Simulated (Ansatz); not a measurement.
The system is GaCuSe2.

```xyz
8
Lattice="-2.8096 2.8096 5.5130 2.8096 -2.8096 5.5130 2.8096 2.8096 -5.5130" Properties=species:S:1:pos:R:3 pbc="T T T"
Se    1.4048   -1.4013    4.1348
Se    1.4013    1.4048    6.8913
Se    1.4048    4.2108   -1.3783
Se    1.4083    1.4048    1.3783
Ga    2.8096    0.0000    2.7565
Ga    0.0000    0.0000    5.5130
Cu    0.0000    2.8096    2.7565
Cu    0.0000    0.0000    0.0000
```

Base run:

* Program: Ansatz 0.2.0
* Functional: r2SCAN
* Potentials or basis: Ansatz PAW
* Cutoff: 500 eV
* Density cutoff: 2000 eV
* k mesh: 7 × 7 × 7
* Occupations: fermi-dirac, width 0.05 eV
* Spin: no spin polarisation

Its results: band gap on the k mesh 0.63 eV, direct; pressure 0.3 GPa; largest force 0.227 eV/Å.

Q: The run is repeated on the same cell with these changes: functional from r2SCAN to PBE; cutoff from 500 eV to 420 eV; density cutoff from 2000 eV to 1680 eV. What comes out?

A: Band gap on the k mesh 0.24 eV, direct; pressure 2.8 GPa; largest force 0.392 eV/Å.

r2SCAN gives the wider gap, since meta-GGAs in the generalised Kohn-Sham scheme recover part of the derivative discontinuity.

Caveats: the PAW data sets come from PBE, with cores solved anew for the run's functional, which leaves a small shift of forces and pressure (some runs).

Not every run made on this cell is shown here.
